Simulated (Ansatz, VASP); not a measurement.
## One calculation of AlNi, two programs

```
CELL_PARAMETERS angstrom
3.11148 0.00000 0.00000
0.00000 3.11148 0.00000
0.00000 0.00000 2.65052
ATOMIC_POSITIONS crystal
Al 0.00000 0.00000 0.00000
Ni 0.50000 0.50000 0.50000
```

Change from the starting cell: strain +0.080 along x and y, -0.080 along z, atoms carried along.

Alike in both runs: task single point; functional PBE; k mesh 16 × 16 × 16; occupations gaussian, width 0.15 eV; no spin polarisation.

```csv
,VASP,Ansatz
version,VASP 6.6.1,Ansatz 0.2.0
potentials or method,"VASP PAW PBE potentials, release 64 (Al, Ni)","scalar-relativistic, plane waves, PAW"
plane-wave cutoff (eV),520,420
valence electrons in the cell,13,21
```

VASP gave:

```
gap on the k mesh at the Fermi level (eV)       : none
pressure (GPa)                                  : -6.3
largest component of the traceless stress (GPa) : 10.86
```

What did Ansatz give for the same quantities?

gap on the k mesh at the Fermi level (eV): none; pressure (GPa): -6.4; largest component of the traceless stress (GPa): 10.72.

A gap of «none» marks a metal or a gap that the smearing closes. The two sets of potentials don't hold the same shells in valence.

Spin polarisation is off, so any magnetic state and its effect on volume and gap are missing.
